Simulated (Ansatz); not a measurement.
# blue phosphorene on ZrC(111): work function and capacitance, part 2 of 5

How does blue phosphorene on ZrC(111) act as a gate dielectric or work-function layer?

Ansatz 0.2.0; plane-wave DFT, PBE-D3(BJ), Ansatz PAW.

So far, work function, upper face (eV): step 2 (the bare metal) 4.43.

**3. Film on the metal, relaxed, 9 atoms, units 1**

System of this step: 1 unit of blue phosphorene on ZrC(111). The cell holds 9 atoms: 4 Zr, 3 C and 2 P. Its edges and angles: a = 3.280 Å, b = 3.280 Å, c = 30.567 Å, α = 90.0°, β = 90.0°, γ = 120.0°. Regions: metal, 7 atoms (4 Zr and 3 C); film, 2 atoms (2 P). Vacuum lies along c.

The structure is relaxed first, because levels and dipoles at a surface follow the positions of the outer atoms.

Input file input.yaml:

```yaml
crystal:
  lattice:
    - [3.28, 0.0, 0.0]
    - [-1.64, 2.8405633244, 0.0]
    - [0.0, 0.0, 30.566700718]
  atoms:
    - { symbol: Zr, position: [0.66666667, 0.33333333, 0.294438058] }
    - { symbol: C, position: [0.0, 0.0, 0.3392946096] }
    - { symbol: Zr, position: [0.33333333, 0.66666667, 0.3841511611] }
    - { symbol: C, position: [0.66666667, 0.33333333, 0.4290077127] }
    - { symbol: Zr, position: [0.0, 0.0, 0.4738642642] }
    - { symbol: C, position: [0.33333333, 0.66666667, 0.5187208158] }
    - { symbol: Zr, position: [0.66666667, 0.33333333, 0.5635773673] }
    - { symbol: P, position: [0.66666667, 0.33333333, 0.6649949206] }
    - { symbol: P, position: [0.33333333, 0.66666667, 0.705561942] }
kpoints:
  mp_grid: { grid: [12, 12, 1] }
hamiltonian:
  xc: pbe
  dispersion: d3bj
scf:
  occupations: { method: fermi_dirac, width: 0.1 }
  convergence: { dr2_threshold: 1.0e-09 }
efield:
  axis: 3
  dipole_correction: true
  ramp_position: 0.97
  ramp_width: 0.06
relax:
  f_tol: 0.01
  max_steps: 90
  constraints: [{ sites: [0, 1, 2] }]
output:
  write_potential: true
  write_density: true
  volumetric_format: npy
```

Run with:

```console
ansatz run input.yaml --threads 4 --pin off --max-ram 6144MiB --backend cpu --events-out ev --progress --plain --runs-dir out
```

Numbers of over 12 decimals in the logs are rounded to 6 here.

What it wrote:

```text
[...]
Crystal: 9 atoms, lattice volume = 284.791 Å³
Basis set: ecut = 420 eV, 5683 PW (Γ), exchange–correlation on 48×48×432 points (8 copies of the dense FFT grid, shifted against one another)
Bands: 44, of which v1, the nominal top of the filled ones, is band 35 counted from 1 (34 counted from 0)
Symmetry: 6 space group operations
[...]
k-points: 19 of 144 (time reversal used)
[...]
SCF iter   1: F=—  HF=-19006.572657 eV  |F-HF|=—  |Δ(HF+E_count)|=         —  Δρ=5.33e-3  dr2=2.40e0  ethr=1.77e-3  p=0.005 e·Å  D=3.33e-3 V/Å  ΔV_dip=-0.10 eV  dr2_dipole=8.86e-1  V_vac-E_F(+/−)=4.56/4.67 eV  ⟨swp⟩=8.2  Hψ=4159  notcnv=0
[...]
SCF iter  11: F=-19006.527257 eV  HF=-19006.527257 eV  |F-HF|=5.89e-10  |Δ(HF+E_count)|=   7.81e-9  Δρ=1.96e-7  dr2=2.64e-10  ethr=1.43e-12  p=-0.011 e·Å  D=-7.00e-3 V/Å  ΔV_dip=0.21 eV  dr2_dipole=3.64e-12  V_vac-E_F(+/−)=4.55/4.34 eV  ⟨swp⟩=9.1  Hψ=5234  notcnv=0
SCF 1 converged in 11 iterations: F = -19006.527257 eV  dr2 = 2.64e-10
[...]
relax step   1: F+E_penalty+E_count = -19006.52725701 eV  Δ(F+E_penalty+E_count) = +0.000e0 eV  max|allowed force component| = 1.848e0 eV/Å  Δτ_max = 0.0000 Å  (11 SCF iters, accepted)
[...]
SCF iter  11: F=-19006.896623 eV  HF=-19006.896623 eV  |F-HF|=1.78e-9  |Δ(HF+E_count)|=   3.47e-9  Δρ=2.98e-7  dr2=4.67e-10  ethr=1.43e-12  p=-0.016 e·Å  D=-9.86e-3 V/Å  ΔV_dip=0.30 eV  dr2_dipole=3.73e-11  V_vac-E_F(+/−)=4.62/4.32 eV  ⟨swp⟩=7.7  Hψ=5453  notcnv=0
SCF 2 converged in 11 iterations: F = -19006.896623 eV  dr2 = 4.67e-10
relax step   2: F+E_penalty+E_count = -19006.89662282 eV  Δ(F+E_penalty+E_count) = -3.694e-1 eV  max|allowed force component| = 6.309e-1 eV/Å  Δτ_max = 0.1949 Å  (11 SCF iters, accepted)
[...]
SCF iter  12: F=-19007.087749 eV  HF=-19007.087749 eV  |F-HF|=4.00e-11  |Δ(HF+E_count)|=   1.76e-9  Δρ=1.23e-7  dr2=9.55e-11  ethr=1.43e-12  p=-0.021 e·Å  D=-1.34e-2 V/Å  ΔV_dip=0.41 eV  dr2_dipole=9.69e-12  V_vac-E_F(+/−)=4.72/4.31 eV  ⟨swp⟩=8.1  Hψ=4802  notcnv=0
SCF 3 converged in 12 iterations: F = -19007.087749 eV  dr2 = 9.55e-11
relax step   3: F+E_penalty+E_count = -19007.08774917 eV  Δ(F+E_penalty+E_count) = -1.911e-1 eV  max|allowed force component| = 4.234e-1 eV/Å  Δτ_max = 0.1950 Å  (12 SCF iters, accepted)
[...]
relax step   4: F+E_penalty+E_count = -19007.14228952 eV  Δ(F+E_penalty+E_count) = -5.454e-2 eV  max|allowed force component| = 8.761e-1 eV/Å  Δτ_max = 0.1949 Å  (11 SCF iters, accepted)
[...]
relax step   5: F+E_penalty+E_count = -19007.19517682 eV  Δ(F+E_penalty+E_count) = -5.289e-2 eV  max|allowed force component| = 1.458e-1 eV/Å  Δτ_max = 0.1035 Å  (12 SCF iters, accepted)
SCF iter   1: F=—  HF=-19007.196630 eV  |F-HF|=—  |Δ(HF+E_count)|=         —  Δρ=5.45e-4  dr2=1.55e-3  ethr=5.67e-5  p=-0.023 e·Å  D=-1.44e-2 V/Å  ΔV_dip=0.44 eV  dr2_dipole=4.29e-4  V_vac-E_F(+/−)=4.77/4.33 eV  ⟨swp⟩=2.1  Hψ=1673  notcnv=0
[...]
SCF iter   8: F=-19007.196451 eV  HF=-19007.196451 eV  |F-HF|=3.30e-9  |Δ(HF+E_count)|=   4.34e-9  Δρ=4.38e-7  dr2=9.47e-10  ethr=1.43e-12  p=-0.023 e·Å  D=-1.44e-2 V/Å  ΔV_dip=0.44 eV  dr2_dipole=8.22e-12  V_vac-E_F(+/−)=4.77/4.33 eV  ⟨swp⟩=9.1  Hψ=5483  notcnv=0
SCF 6 converged in 8 iterations: F = -19007.196451 eV  dr2 = 9.47e-10
relax step   6: F+E_penalty+E_count = -19007.19645085 eV  Δ(F+E_penalty+E_count) = -1.274e-3 eV  max|allowed force component| = 5.217e-3 eV/Å  Δτ_max = 0.0133 Å  (8 SCF iters, accepted)
NSCF: frozen V_eff on 19 k-points
the band table was solved once a step of the walk had ended and its energy, with any forces and stress, was formed, with the checks that follow a solve (3959 applications of the Hamiltonian). They found nothing against the state; the energy, forces and stress were not computed again (output.eigenvalues in the input reference)
SCF converged after 8 iterations
Free energy (F): -19007.196451 eV
[...]
Internal energy: -19007.033318 eV  (E = F + TS)
E sigma→0 (E₀):  -19007.114885 eV
Entropy (-TS):   -0.163133 eV (-18.126 meV/atom)
Fermi energy:    4.036755 eV
Dipole field:    D = -0.014439 V/Å  (p = -0.022726 e·Å, saw-weighted, corrected)
Work function:   Φ+ = 4.7687 eV   Φ− = 4.3273 eV
[...]
--- Forces (eV/Å), atoms counted from 1 ---
  atom   1  Zr    -0.00000000     0.00000000     2.00777287
  atom   2  C      0.00000000    -0.00000000    -1.63360692
  atom   3  Zr    -0.00000000     0.00000000    -0.37374410
  atom   4  C     -0.00000000     0.00000000    -0.00337424
  atom   5  Zr     0.00000000    -0.00000000     0.00277264
  atom   6  C     -0.00000000     0.00000000    -0.00392221
  atom   7  Zr     0.00000000    -0.00000000     0.00081015
  atom   8  P      0.00000000    -0.00000000     0.00521657
  atom   9  P     -0.00000000     0.00000000    -0.00194305
  max |Σ_I F_I| component: 1.83e-5 eV/Å
--- Band table (eV; the first three rows and the last of 19) ---
  k-point 0: bands = [... 31 lower, 2.9520, 2.9520, 3.5259, 4.4554, 4.9820, 4.9820, 5.7960, 5.7960, ... 5 higher]
  k-point 1: bands = [... 31 lower, 2.5749, 2.8951, 3.5467, 4.4420, 4.7322, 5.1203, 5.3387, 5.7376, ... 5 higher]
  k-point 2: bands = [... 31 lower, 2.1002, 2.7590, 3.4588, 3.9324, 4.5238, 4.8551, 5.4053, 5.5247, ... 5 higher]
  k-point 18: bands = [... 31 lower, 1.4474, 1.6286, 3.3481, 4.0101, 4.3113, 4.4969, 5.3351, 6.3410, ... 5 higher]
--- Relaxed structure (6 steps of the walk, 6 accepted, 0 SCFs on fresh bases) ---
  F+E_penalty+E_count = -19007.19645085 eV   max|allowed force component| = 5.217e-3 eV/Å
  atoms:
    - { symbol: Zr, position: [0.666667, 0.333333, 0.294438058] }
    - { symbol: C, position: [-3.540834784316654e-17, 1.2335811424934132e-17, 0.3392946096] }
    - { symbol: Zr, position: [0.333333, 0.666667, 0.3841511611] }
    - { symbol: C, position: [0.666667, 0.333333, 0.428761] }
    - { symbol: Zr, position: [-3.540834784316638e-17, 1.2335811424934583e-17, 0.470264] }
    - { symbol: C, position: [0.333333, 0.666667, 0.519776] }
    - { symbol: Zr, position: [0.666667, 0.333333, 0.556738] }
    - { symbol: P, position: [0.666667, 0.333333, 0.643152] }
    - { symbol: P, position: [0.333333, 0.666667, 0.683596] }
```

Elapsed: 50 s, on 4 threads of Arm Neoverse V1, shared host; peak memory 0.68 GiB.

Relaxation path:

| step | energy less that of the first step (eV) | largest force component (eV/Å) |
| --- | --- | --- |
| 1 | 0.0000 | 1.8475 |
| 2 | -0.3694 | 0.6309 |
| 3 | -0.5605 | 0.4234 |
| 4 | -0.6150 | 0.8761 |
| 5 | -0.6679 | 0.1458 |
| 6 | -0.6692 | 0.0052 |

Forces are held to the 6 operations that the run works with; a distortion that breaks them can't arise in this run.

The atoms that moved most (Å):

| atom | dx | dy | dz | length |
| --- | --- | --- | --- | --- |
| P9 | 0.000 | 0.000 | -0.671 | 0.671 |
| P8 | 0.000 | 0.000 | -0.668 | 0.668 |
| Zr7 | 0.000 | 0.000 | -0.209 | 0.209 |
| Zr5 | 0.000 | 0.000 | -0.110 | 0.110 |
| C6 | 0.000 | 0.000 | 0.032 | 0.032 |
| C4 | 0.000 | 0.000 | -0.008 | 0.008 |

Numbers from this step:

```yaml
energy_at_zero_smearing: -19007.1149 eV
work_function_upper_face: 4.769 eV
work_function_lower_face: 4.327 eV
dipole_along_the_normal: -0.02273 e·Å
step_between_the_vacuum_levels: 0.4414 eV
```

Running mean over 2.742 and then 4.44 Å of the planar mean; the ramp of the sawtooth is left out. The electron's electrostatic potential energy less the Fermi level by z:

| z (Å) | electron's electrostatic potential energy less the Fermi level (eV) |
| --- | --- |
| 4 | 4.27 |
| 5 | 3.89 |
| 6 | 2.26 |
| 7 | -0.495 |
| 8 | -3.67 |
| 9 | -6.68 |
| 10 | -8.90 |
| 11 | -9.83 |
| 12 | -10.00 |
| 13 | -10.0 |
| 14 | -10.2 |
| 15 | -10.2 |
| 16 | -9.46 |
| 17 | -8.56 |
| 18 | -8.04 |
| 19 | -7.56 |
| 20 | -6.25 |
| 21 | -4.19 |
| 22 | -1.67 |
| 23 | 1.46 |
| 24 | 3.72 |
| 25 | 4.66 |
| 26 | 4.76 |
| 27 | 4.77 |

The relaxation took 6 steps and lowered the energy by 0.67 eV; the largest force on the free atoms ends at 0.0052 eV/Å.

The work function is now 4.77 eV, +0.34 eV from the bare metal.

**4. Single point, 9 atoms, units 1, field 0.1 V/Å**

A sawtooth potential applies the field, turning back in the middle of the vacuum. With the dipole correction the typed value is the field outside the slab. The induced dipole is small, so the SCF threshold is tight.

Input file input.yaml:

```yaml
crystal:
  lattice:
    - [3.28, 0.0, 0.0]
    - [-1.64, 2.8405633244, 0.0]
    - [0.0, 0.0, 30.566700718]
  atoms:
    - { symbol: Zr, position: [0.6666666667, 0.3333333333, 0.294438058] }
    - { symbol: C, position: [0.0, 0.0, 0.3392946096] }
    - { symbol: Zr, position: [0.3333333333, 0.6666666667, 0.3841511611] }
    - { symbol: C, position: [0.6666666667, 0.3333333333, 0.4287610331] }
    - { symbol: Zr, position: [0.0, 0.0, 0.4702637049] }
    - { symbol: C, position: [0.3333333333, 0.6666666667, 0.5197764972] }
    - { symbol: Zr, position: [0.6666666667, 0.3333333333, 0.5567381376] }
    - { symbol: P, position: [0.6666666667, 0.3333333333, 0.6431515541] }
    - { symbol: P, position: [0.3333333333, 0.6666666667, 0.6835960718] }
kpoints:
  mp_grid: { grid: [12, 12, 1] }
hamiltonian:
  xc: pbe
  dispersion: d3bj
scf:
  occupations: { method: fermi_dirac, width: 0.1 }
  convergence: { dr2_threshold: 1.0e-10 }
efield:
  axis: 3
  dipole_correction: true
  ramp_position: 0.97
  ramp_width: 0.06
  amplitude: 0.1
output:
  write_potential: true
  write_density: true
  volumetric_format: npy
```

What it wrote:

```text
[...]
Crystal: 9 atoms, lattice volume = 284.791 Å³
Basis set: ecut = 420 eV, 5683 PW (Γ)
Bands: 44, of which v1, the nominal top of the filled ones, is band 35 counted from 1 (34 counted from 0)
Symmetry: 6 space group operations
[...]
k-points: 19 of 144 (time reversal used)
[...]
SCF iter   1: F=—  HF=-19019.236417 eV  |F-HF|=—  |Δ(HF+E_count)|=         —  Δρ=8.51e-2  dr2=1.38e2  ethr=3.10e-3  p=0.077 e·Å  D=4.88e-2 V/Å  ΔV_dip=-1.49 eV  dr2_dipole=7.92e-1  V_vac-E_F(+/−)=8.52/7.21 eV  ⟨swp⟩=7.8  Hψ=4063  notcnv=0
[...]
SCF iter  18: F=-19007.198141 eV  HF=-19007.198141 eV  |F-HF|=8.37e-11  |Δ(HF+E_count)|=  1.06e-10  Δρ=2.46e-8  dr2=1.04e-11  ethr=1.00e-12  p=0.057 e·Å  D=3.63e-2 V/Å  ΔV_dip=-1.11 eV  dr2_dipole=9.98e-13  V_vac-E_F(+/−)=5.45/3.76 eV  ⟨swp⟩=13.7  Hψ=3488  notcnv=0
SCF 1 converged in 18 iterations: F = -19007.198141 eV  dr2 = 1.04e-11
[...]
WARN: The output density's exchange-correlation potential varies sharply where the density is thin. Do not read a vacuum level from v_tot or v_xc, or from such a field of the output density. On a cell that repeats whose density bears no net charge and no dipole along the vacuum's axis use v_es (v_loc + v_h of the components); under efield.dipole_correction with no amplitude use v_es + v_field, which holds any externa [...]
SCF converged after 18 iterations
Free energy (F): -19007.198141 eV
[...]
Internal energy: -19007.034909 eV  (E = F + TS)
E sigma→0 (E₀):  -19007.116525 eV
Entropy (-TS):   -0.163233 eV (-18.137 meV/atom)
Fermi energy:    3.990326 eV
Dipole field:    D = 0.036323 V/Å  (p = 0.057168 e·Å, saw-weighted, corrected)
Work function:   not extracted (applied field tilts the vacuum); planar V_es + V_field profile in the machine report
[...]
--- Band table (eV; the first three rows and the last of 19) ---
  k-point 0: bands = [... 31 lower, 2.9056, 2.9056, 3.4617, 4.4064, 4.9355, 4.9355, 5.7500, 5.7500, ... 5 higher]
  k-point 1: bands = [... 31 lower, 2.5282, 2.8487, 3.4853, 4.3929, 4.6845, 5.0738, 5.2923, 5.6915, ... 5 higher]
  k-point 2: bands = [... 31 lower, 2.0538, 2.7126, 3.4044, 3.8831, 4.4772, 4.8051, 5.3578, 5.4782, ... 5 higher]
  k-point 18: bands = [... 31 lower, 1.4009, 1.5819, 3.3034, 3.9642, 4.2652, 4.4521, 5.2929, 6.2956, ... 5 higher]
```

It took 18 s on 4 threads; peak memory 0.71 GiB.

In the SCF lines HF is the Harris–Foulkes energy and dr2 the Hartree energy of the density residual, in eV; the loop may stop once dr2 is under the threshold and the program's other checks hold. Hψ counts applications of the Hamiltonian.

This step gave:

```
energy at zero smearing : -19007.1165 eV
dipole along the normal : 0.05717 e·Å
```

The dipole is 0.0572 e·Å.

**5. Single point, 9 atoms, units 1, field -0.1 V/Å**

input.yaml: that of step 4 with these lines changed.

```diff
@@ -28,3 +28,3 @@
   ramp_width: 0.06
-  amplitude: 0.1
+  amplitude: -0.1
 output:
```

What it wrote:

```text
[...]
Crystal: 9 atoms, lattice volume = 284.791 Å³
Basis set: ecut = 420 eV, 5683 PW (Γ)
Bands: 44, of which v1, the nominal top of the filled ones, is band 35 counted from 1 (34 counted from 0)
Symmetry: 6 space group operations
[...]
k-points: 19 of 144 (time reversal used)
[...]
SCF iter   1: F=—  HF=-19019.272879 eV  |F-HF|=—  |Δ(HF+E_count)|=         —  Δρ=8.51e-2  dr2=1.38e2  ethr=3.10e-3  p=-0.077 e·Å  D=-4.88e-2 V/Å  ΔV_dip=1.49 eV  dr2_dipole=7.82e-1  V_vac-E_F(+/−)=7.15/8.41 eV  ⟨swp⟩=7.8  Hψ=4057  notcnv=0
[...]
SCF iter  17: F=-19007.202681 eV  HF=-19007.202681 eV  |F-HF|=4.37e-11  |Δ(HF+E_count)|=  1.93e-10  Δρ=4.79e-8  dr2=1.19e-11  ethr=1.00e-12  p=-0.102 e·Å  D=-6.51e-2 V/Å  ΔV_dip=1.99 eV  dr2_dipole=6.21e-13  V_vac-E_F(+/−)=4.08/4.84 eV  ⟨swp⟩=14.1  Hψ=3452  notcnv=0
SCF 1 converged in 17 iterations: F = -19007.202681 eV  dr2 = 1.19e-11
[...]
SCF converged after 17 iterations
Free energy (F): -19007.202681 eV
[...]
Internal energy: -19007.039650 eV  (E = F + TS)
E sigma→0 (E₀):  -19007.121166 eV
Entropy (-TS):   -0.163031 eV (-18.115 meV/atom)
Fermi energy:    4.082143 eV
Dipole field:    D = -0.065127 V/Å  (p = -0.102501 e·Å, saw-weighted, corrected)
Work function:   not extracted (applied field tilts the vacuum); planar V_es + V_field profile in the machine report
[...]
--- Band table (eV; the first three rows and the last of 19) ---
  k-point 0: bands = [... 31 lower, 2.9973, 2.9973, 3.5889, 4.5033, 5.0274, 5.0274, 5.8409, 5.8409, ... 5 higher]
  k-point 1: bands = [... 31 lower, 2.6205, 2.9405, 3.6070, 4.4902, 4.7788, 5.1657, 5.3841, 5.7827, ... 5 higher]
  k-point 2: bands = [... 31 lower, 2.1456, 2.8044, 3.5120, 3.9807, 4.5694, 4.9040, 5.4516, 5.5701, ... 5 higher]
  k-point 18: bands = [... 31 lower, 1.4929, 1.6742, 3.3917, 4.0549, 4.3563, 4.5406, 5.3762, 6.3853, ... 5 higher]
```

The job ended after 18 s (4 threads; peak memory 0.71 GiB; 68 s of CPU time).

Numbers from this step:

* energy at zero smearing: -19007.1212 eV
* dipole along the normal: -0.1025 e·Å

The dipole is -0.103 e·Å.

[end of part 2 of 5]

[Logs are printed without paths, hosts, clocks, repeated set-up lines and the standing remarks that a program may print on its own settings, such as how far it seeks lower states.]

[Hosts, paths, dates, database ids (printed as entryN), source tags and the programs' standing remarks are cut or masked in the printed files.]

[Maps of the electrostatic potential energy from Ansatz leave out the sawtooth potential of an applied field or a dipole correction, so their vacuum need not be flat; planar profiles and work functions include it.]
